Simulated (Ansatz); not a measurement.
# AlNi (Pm-3m) in Ansatz: a series of runs, part 3 of 3

Ansatz 0.2.0.

## 5. Relaxation of cell and atoms, RPBE, collinear spin, ferromagnetic start

input.yaml

```yaml
crystal:
  lattice:
    - [2.881, 0.0, 0.0]
    - [0.0, 2.881, 0.0]
    - [0.0, 0.0, 2.881]
  atoms:
    - { symbol: Ni, position: [0.5, 0.5, 0.5], spin: 1.0 }
    - { symbol: Al, position: [0.0, 0.0, 0.0] }
hamiltonian:
  xc: rpbe
  pseudopotentials: { kind: paw }
magnetization:
  spin_polarized: true
kpoints:
  mp_grid: { grid: [9, 9, 9] }
scf:
  occupations: { method: fermi_dirac, width: 0.05 }
output:
  forces: true
  stress: true
  eigenvalues: true
  write_density: true
  write_potential: true
  elf: true
  volumetric_format: npy
relax:
  f_tol: 0.01
  max_steps: 40
  cell: { stress_tol: 0.05 }
```

Potentials or basis: Ansatz PAW.

On the command line:

```console
$ ansatz run input.yaml --threads 2 --pin off --max-ram 5632MiB --backend cpu --events-out ev --progress --plain --runs-dir out
```

The log of the run:

```text
Warning: RAYON_NUM_THREADS=2 ignored (pool sized by the plan → 2); use --threads N
Engine: ansatz 0.2.0, aarch64-unknown-linux-gnu
Pseudopotentials: kind: paw
Pseudopotential: Ni, paw, valence charge 18, recommended cutoff 420 eV (normal), Ni.paw.azcp
Pseudopotential: Al, paw, valence charge 3, recommended cutoff 420 eV (normal), Al.paw.azcp
Functional definition: RPBE
  parameter kappa = 0.804
  parameter beta = 0.06672455060314922
  exchange = rpbe_x(kappa = kappa, mu = beta*pi^2/3)
  correlation = pbe_c(beta = beta)
Crystal: 2 atoms, lattice volume = 23.913 Å³
Basis set: ecut = 420 eV, 461 PW (Γ), exchange–correlation on 40×40×40 points (8 copies of the dense FFT grid, shifted against one another)
Bands: 15, of which v1, the nominal top of the filled ones, is band 11 counted from 1 (10 counted from 0)
Symmetry: 48 space group operations
Space group: Pm-3m (ITA 221), of the structure as read, at distance tolerance 2.9e-5 Å
Magnetic group: BNS 221.92 (UNI 1594), of the structure as read, at distance tolerance 2.9e-5 Å
k-points: 35 of 729
Non-local potential: Ni, projectors of the file, l = 0: 3, l = 1: 2, l = 2: 3, l = 3: 1
Non-local potential: Al, projectors of the file, l = 0: 2, l = 1: 2, l = 2: 1
PAW form: soft (Blöchl's): semilocal exchange-correlation on the pseudo side does not see the compensation charge
PAW frozen core: Ni, regenerated for the run's functional, and the local potential with it (the file was generated under x = pbe(κ = 0.804, μ = 0.2195149727645171), c = pbe(β = 0.06672455060314922))
PAW frozen core: Al, regenerated for the run's functional, and the local potential with it (the file was generated under x = pbe(κ = 0.804, μ = 0.2195149727645171), c = pbe(β = 0.06672455060314922))
PAW one-centre angular grid: Ni, 590 points (default); XC on 64 Gauss nodes
PAW one-centre angular grid: Al, 110 points (default); XC on 64 Gauss nodes
Initial density: superposition of atomic densities (chi_scale 0.1, normalization cell)
Starting moments: Σ|m| = 1 μB on 1 of 2 sites
Initial wavefunctions: pseudopotential atomic-orbital guess
Functional: x = rpbe, c = pbe(β = 0.06672455060314922)
iter 1 solved again at ethr=2.58e-3 eV; its pass at ethr=3.10e-3 eV (dr2=5.42e-1 eV) is discarded
SCF iter   1: F=—  HF=-6384.938488 eV  |F-HF|=—  |Δ(HF+E_count)|=         —  Δρ=4.71e-2 (↑4.71e-2 ↓2.65e-2)  dr2=5.42e-1  dr2_m=1.31e-1  M=0.598 μB ∫|m|=0.759 μB  β_m=0.30  ethr=2.58e-3  ⟨swp⟩=1.0  Hψ=6351  notcnv=0
Mixer restart at iter 1: flushing history
preconditioner: auto → none  [metal: Δε(μ)=0.005 eV  Ē_g=9.282 eV  σ=0.050 eV  W_gap=0.02  n_scr=6 (ndim 8)  ℏωp=27.4 eV  f_vac=0.000  D(μ)=1.74/eV (n_scr^D=18)  sad-step TF]
SCF iter   2: F=—  HF=-6384.949595 eV  |F-HF|=—  |Δ(HF+E_count)|=   1.11e-2  Δρ=4.84e-2 (↑1.70e-2 ↓4.84e-2)  dr2=3.80e-1  dr2_m=1.86e-1  M=0.480 μB ∫|m|=0.622 μB  β_m=0.35  ethr=2.58e-3  ⟨swp⟩=2.2  Hψ=1671  notcnv=0
[... 73 lines left out ...]
SCF iter  11: F=—  HF=-6386.451566 eV  |F-HF|=—  |Δ(HF+E_count)|=  4.82e-11  Δρ=1.29e-6 (↑1.29e-6 ↓1.29e-6)  dr2=1.93e-9  dr2_m=6.74e-17  M=-0.000 μB ∫|m|=0.000 μB  β_m=0.31  ethr=1.00e-12  ⟨swp⟩=1.0  Hψ=1050  notcnv=0
SCF iter  12: F=—  HF=-6386.451566 eV  |F-HF|=—  |Δ(HF+E_count)|=  6.00e-11  Δρ=1.37e-6 (↑1.37e-6 ↓1.37e-6)  dr2=2.19e-9  dr2_m=7.81e-17  M=-0.000 μB ∫|m|=0.000 μB  β_m=0.17  ethr=1.00e-12  ⟨swp⟩=1.0  Hψ=1050  notcnv=0
SCF iter  13: F=—  HF=-6386.451566 eV  |F-HF|=—  |Δ(HF+E_count)|=  1.63e-10  Δρ=8.23e-7 (↑8.23e-7 ↓8.23e-7)  dr2=7.66e-10  dr2_m=9.24e-17  M=0.000 μB ∫|m|=0.000 μB  β_m=0.59  ethr=1.00e-12  ⟨swp⟩=2.0  Hψ=1502  notcnv=0
SCF iter  14: F=—  HF=-6386.451566 eV  |F-HF|=—  |Δ(HF+E_count)|=  7.00e-11  Δρ=1.21e-6 (↑1.21e-6 ↓1.21e-6)  dr2=1.69e-9  dr2_m=1.82e-17  M=-0.000 μB ∫|m|=0.000 μB  β_m=0.75  ethr=1.00e-12  ⟨swp⟩=2.0  Hψ=1498  notcnv=0
SCF iter  15: F=—  HF=-6386.451566 eV  |F-HF|=—  |Δ(HF+E_count)|=  4.91e-11  Δρ=3.96e-7 (↑3.96e-7 ↓3.96e-7)  dr2=1.73e-10  dr2_m=8.98e-19  M=0.000 μB ∫|m|=0.000 μB  β_m=0.88  ethr=1.00e-12  ⟨swp⟩=2.0  Hψ=1502  notcnv=0
SCF iter  16: F=—  HF=-6386.451566 eV  |F-HF|=—  |Δ(HF+E_count)|=  3.64e-12  Δρ=1.14e-7 (↑1.13e-7 ↓1.14e-7)  dr2=8.85e-12  dr2_m=5.50e-17  M=-0.000 μB ∫|m|=0.000 μB  β_m=0.55  ethr=1.00e-12  ⟨swp⟩=2.3  Hψ=1312  notcnv=0
SCF iter  17: F=—  HF=-6386.451566 eV  |F-HF|=—  |Δ(HF+E_count)|=  9.09e-12  Δρ=1.70e-7 (↑1.70e-7 ↓1.69e-7)  dr2=2.12e-11  dr2_m=1.44e-18  M=-0.000 μB ∫|m|=0.000 μB  β_m=0.41  ethr=1.00e-12  ⟨swp⟩=1.1  Hψ=1082  notcnv=0
SCF iter  18: F=-6386.451566 eV  HF=-6386.451566 eV  |F-HF|=0.00e0  |Δ(HF+E_count)|=  3.64e-12  Δρ=2.54e-8 (↑2.54e-8 ↓2.52e-8)  dr2=4.80e-13  dr2_m=2.56e-18  M=-0.000 μB ∫|m|=0.000 μB  ethr=1.00e-12  ⟨swp⟩=3.0  Hψ=3824  notcnv=0
the starting moments were not kept: the SCF closed with an absolute magnetisation of 1.1e-9 μB, where they sum to 1 μB in size (1 site). That is at most 0.1 of that sum. Measured as dr2_m measures the in/out step, that magnetisation stands 2.9e-18 eV from none, at or under the dr2_threshold of 2.0e-11 eV: it is no larger than a step whose dr2_m would equal this threshold.
SCF 5 converged in 18 iterations: F = -6386.451566 eV  dr2 = 4.80e-13
relax step   5: F+E_penalty+E_count = -6386.45156643 eV  Δ(F+E_penalty+E_count) = -3.734e-4 eV  max|allowed force component| = 1.154e-29 eV/Å  Δτ_max = 0.0000 Å  P = +0.010 GPa  Ω = 24.785 Å³  stress off target by 9.88e-3 GPa  SCF on the basis re-selected at this cell (its energy is not comparable with the rows above)  (18 SCF iters)
basis re-selected at this cell: Δ(F+E_penalty+E_count) = -3.734e-4 eV, ΔP = +0.007 GPa vs the last step (what re-selecting the basis moved, of the pressure what is left beyond the Pulay correction that the steps carried, after the strain that the cell walked since its last selection, with what the two solves' SCF thresholds leave and, on support functions, any second-order correction that the steps lacked; it is no measure of the basis error at this ecutwfc). This SCF's stress stands 9.88e-3 GPa from its target on what of the cell is left free (relax.cell.stress_tol is 5.00e-2 GPa) and its largest allowed force component is 1.15e-29 eV/Å (relax.f_tol is 1.00e-2 eV/Å): within both
SCF converged after 18 iterations
Magnetization: -0.0000 μB (10.5000 up, 10.5000 down)
Absolute magnetization: 0.0000 μB (∫|ρ↑−ρ↓|, with the PAW one-centre terms)
Spin contamination: 0.0000 ħ² per cell (⟨S²⟩ above its minimum at these occupations)
Per-site moments (μB) at R_I (Å): [(-9.318086074648297e-10, 1.0415581121118902), (3.199025220079021e-11, 1.0415581121118902)]
Free energy (F): -6386.451566 eV
Harris-Foulkes:  -6386.451566 eV  (|F-HF|=0.00e0)
Internal energy: -6386.444531 eV  (E = F + TS)
E sigma→0 (E₀):  -6386.448049 eV
Entropy (-TS):   -0.007036 eV (-3.518 meV/atom)
Fermi energy:    13.499550 eV
--- Per-component energies (eV) ---
  E_band       = -345.116111
  E_kinetic    = 309.376811
  E_local      = -4496.115817  (includes V_loc(G=0)·N_el)
  E_nonlocal   = 647.209646
  E_hartree    = 1934.338751
  E_xc         = -125.790285
  E_vxc        = -139.614232  (∫ρ·V_xc dr)
  E_paw        = -2108.382965  (= ΣΔE_a)
  E_vpaw       = -534.650467  (= ΣTr[D̂ρ^β])
  E_aug_tail   = 0.000507  (compensation charges beyond the density's cutoff)
  E_ewald      = -2547.019572
  E_core_change = -0.061607  (= ΣΔE_core)
  E_smearing   = -0.007036  (= −TS)
  E_closure    = -0.000000  (closes the sum)
  Σ components = -6386.451566   (vs F -6386.451566, Δ=0.00e0)
--- Forces (eV/Å), atoms counted from 1 ---
  atom   1  Ni    -0.00000000     0.00000000     0.00000000
  atom   2  Al    -0.00000000     0.00000000     0.00000000
  max |Σ_I F_I| component: 2.32e-29 eV/Å
--- Stress (GPa, compression-positive) ---
        0.009881      -0.000000       0.000000
       -0.000000       0.009881       0.000000
       -0.000000       0.000000       0.009881
  P = ⅓ Tr σ = 0.0099 GPa (0.099 kbar)
--- Band table (eV; the first three rows and the last of 70) ---
  k-point 0 ↑: bands = ["-89.8896", "-50.2126", "-50.2126", "-50.2126", "2.5968", "10.4266", "10.4266", "12.0351", "12.0351", "12.0351", "18.8567", "18.8567", "18.8567", "21.4405", "21.4405"]
  k-point 1 ↑: bands = ["-89.8895", "-50.2149", "-50.2125", "-50.2125", "2.8183", "10.4002", "10.4769", "11.9435", "11.9435", "12.0448", "17.0302", "19.1468", "19.1468", "21.4588", "23.0006"]
  k-point 2 ↑: bands = ["-89.8892", "-50.2207", "-50.2120", "-50.2120", "3.4751", "10.1638", "10.6074", "11.7292", "11.7292", "12.0695", "14.7344", "19.9601", "19.9601", "21.5111", "24.5265"]
  k-point 34 ↓: bands = ["-89.8863", "-50.2282", "-50.2282", "-50.2282", "9.3934", "9.6307", "9.6307", "12.4345", "12.4345", "14.2346", "15.4334", "15.4334", "16.9143", "18.1979", "18.1979"]
--- Relaxed structure (4 steps of the walk, 4 accepted, 1 SCFs on fresh bases) ---
  F+E_penalty+E_count = -6386.45156643 eV   max|allowed force component| = 1.154e-29 eV/Å   (the final SCF, on the basis selected at the relaxed cell)
  cell:  # Å, volume = 24.7849 Å³
    - [2.9156065765063666, 3.8518598887744713e-34, 0.0]
    - [3.2073176521106343e-50, 2.9156065765063666, -1.2839532962581572e-34]
    - [1.2839532962581572e-34, -9.629649721936178e-35, 2.9156065765063666]
  atoms:
    - { symbol: Ni, position: [0.5, 0.5, 0.5] }
    - { symbol: Al, position: [3.5652989830151827e-34, 2.2283118643841834e-35, 3.342467796576616e-35] }
```

rho_z.tsv:

```text
# z_ang	rho[e/angstrom^3]	rho_spin[e/angstrom^3]
# format = ansatz-planar-average/11
# lattice	2.915606577	0.000000000	0.000000000
# lattice	0.000000000	2.915606577	-0.000000000
# lattice	0.000000000	-0.000000000	2.915606577
# sites	2
# site	28	1.457803288	1.457803288	1.457803288
# site	13	0.000000000	0.000000000	0.000000000
0.000000	1.955101e-1	3.553307e-11
0.145780	1.994297e-1	3.370809e-11
0.291561	2.111298e-1	2.955520e-11
0.437341	2.335064e-1	2.330872e-11
0.583121	2.712100e-1	1.731492e-11
0.728902	3.488232e-1	8.840890e-12
[... 12 lines left out ...]
2.624046	2.111298e-1	2.955520e-11
2.769826	1.994297e-1	3.370815e-11
```

Wall time 7.7 s (2 threads of Arm Neoverse V1, shared host); peak memory 0.3 GiB.

What came out:

| Quantity | Value |
| --- | --- |
| Free energy | -6386.4516 eV |
| Relaxed volume | 12.39 Å³/atom |
| Relaxed cell | a = 2.916 Å, b = 2.916 Å, c = 2.916 Å, α = 90.00°, β = 90.00°, γ = 90.00° |
| Space group after relaxing (to 0.05 Å) | Pm-3m (No. 221) |
| Energy gained by relaxing | 7.7 meV/atom |
| Ionic steps | 5 |
| Pressure after relaxing | 0.0 GPa |
| Band gap on the k mesh | none (metal or under the smearing width) |
| Net moment | 0.00 μB per cell |
| Absolute moment | 0.00 μB per cell |

Step by step:
| step | energy change (eV) | largest force (eV/Å) | volume (Å³) |
| --- | --- | --- | --- |
| 1 | 0.0000 | 0.0000 | 23.91 |
| 2 | -0.0127 | 0.0000 | 24.43 |
| 3 | -0.0150 | 0.0000 | 24.76 |
| 4 | -0.0150 | 0.0000 | 24.78 |
| 5 | -0.0153 | 0.0000 | 24.78 |

Final structure:
```
CELL_PARAMETERS angstrom
2.91561 0.00000 0.00000
0.00000 2.91561 0.00000
0.00000 0.00000 2.91561
ATOMIC_POSITIONS crystal
Ni 0.50000 0.50000 0.50000
Al 0.00000 0.00000 0.00000
```

Caveat: the plane-wave basis is chosen anew once the cell has moved, so the energies of steps on either side of that aren't comparable; the PAW data sets come from PBE, with cores solved anew for the run's functional, which leaves a small shift of forces and pressure; the starting moments weren't kept. Zero-point motion and thermal expansion aren't in these numbers.

## 6. Relaxation of cell and atoms, revPBE, collinear spin, ferromagnetic start

input.yaml: that of step 5 with these lines changed.

```diff
@@ -9,3 +9,3 @@
 hamiltonian:
-  xc: rpbe
+  xc: revpbe
   pseudopotentials: { kind: paw }
@@ -21,6 +21,2 @@
   eigenvalues: true
-  write_density: true
-  write_potential: true
-  elf: true
-  volumetric_format: npy
 relax:
```

Potentials or basis: Ansatz PAW.

On the command line:

```console
$ ansatz run input.yaml --threads 2 --pin off --max-ram 5632MiB --backend cpu --events-out ev --progress --plain --runs-dir out
```

Wall time 7.1 s (2 threads of Arm Neoverse V1, shared host); peak memory 0.29 GiB.

Results (log left out):

```
Free energy                            : -6384.1980 eV
Relaxed volume                         : 12.32 Å³/atom
Relaxed cell                           : a = 2.910 Å, b = 2.910 Å, c = 2.910 Å, α = 90.00°, β = 90.00°, γ = 90.00°
Space group after relaxing (to 0.05 Å) : Pm-3m (No. 221)
Energy gained by relaxing              : 5.3 meV/atom
Ionic steps                            : 5
Pressure after relaxing                : 0.0 GPa
Band gap on the k mesh                 : none (metal or under the smearing width)
Net moment                             : 0.00 μB per cell
Absolute moment                        : 0.00 μB per cell
```

The path:
```tsv
step	energy change (eV)	largest force (eV/Å)	volume (Å³)
1	0.0000	0.0000	23.91
2	-0.0087	0.0000	24.34
3	-0.0103	0.0000	24.62
4	-0.0103	0.0000	24.63
5	-0.0106	0.0000	24.63
```

Final structure:
```
CELL_PARAMETERS angstrom
2.90962 0.00000 0.00000
0.00000 2.90962 0.00000
0.00000 0.00000 2.90962
ATOMIC_POSITIONS crystal
Ni 0.50000 0.50000 0.50000
Al 0.00000 0.00000 0.00000
```

Levels at points of the mesh, in eV from the Fermi level:
Spin up:
```csv
k point,band 6,band 7,band 8,band 9,band 10,band 11,band 12,band 13,band 14,band 15
"(0.00, 0.00, 0.00)",-3.10,-3.10,-1.48,-1.48,-1.48,5.38,5.38,5.38,7.97,7.97
```
Spin down:
| k point | band 6 | band 7 | band 8 | band 9 | band 10 | band 11 | band 12 | band 13 | band 14 | band 15 |
| --- | --- | --- | --- | --- | --- | --- | --- | --- | --- | --- |
| (0.00, 0.00, 0.00) | -3.10 | -3.10 | -1.48 | -1.48 | -1.48 | 5.38 | 5.38 | 5.38 | 7.97 | 7.97 |

Caveat: the plane-wave basis is chosen anew once the cell has moved, so the energies of steps on either side of that aren't comparable; the PAW data sets come from PBE, with cores solved anew for the run's functional, which leaves a small shift of forces and pressure; the starting moments weren't kept. Zero-point motion and thermal expansion aren't in these numbers.

## 7. The runs side by side

| level | gap on the mesh (eV) | pressure (GPa) | moment (μB) | relaxed volume (Å³/atom) |
| --- | --- | --- | --- | --- |
| LDA | none | 0.0 | 0.00 | 11.36 |
| PBE | none | 0.0 | 0.00 | 12.10 |
| PBEsol | none | 0.0 | 0.00 | 11.71 |
| RPBE | none | 0.0 | 0.00 | 12.39 |
| revPBE | none | 0.0 | 0.00 | 12.32 |

Alike in all rows: task relaxation of cell and atoms; potentials or basis Ansatz PAW; spin collinear, ferromagnetic start; cell relaxed; k mesh 9 × 9 × 9; cutoff (eV) 420; smearing fermi-dirac 0.05 eV.

Caveats: the plane-wave basis is chosen anew once the cell has moved, so the energies of steps on either side of that aren't comparable; the starting moments weren't kept; the PAW data sets come from PBE, with cores solved anew for the run's functional, which leaves a small shift of forces and pressure (some runs).

Total energies depend on the potentials used, so only differences within one code and one set of settings carry meaning.
